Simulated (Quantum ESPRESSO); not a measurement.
# SnTe (Fm-3m) in Quantum ESPRESSO: notebook, part 2 of 2

Quantum ESPRESSO 7.5.

**4. Comparison with measurements**

Step 2. A measured gap of SnTe is 0.18 eV (direct; 300 K; a printed reference work, textbook); the calculated 0.14 eV misses it by -0.04 eV. Spin-orbit coupling on Sn, Te is left out. The value is that of PBEsol, without temperature or zero-point motion. Semilocal functionals fall short of measured gaps as a rule.

Step 3. A measured gap of SnTe is 0.18 eV (direct; 300 K; a printed reference work, textbook); the calculated 0.29 eV misses it by +0.11 eV. The value is that of PBEsol, without temperature or zero-point motion.
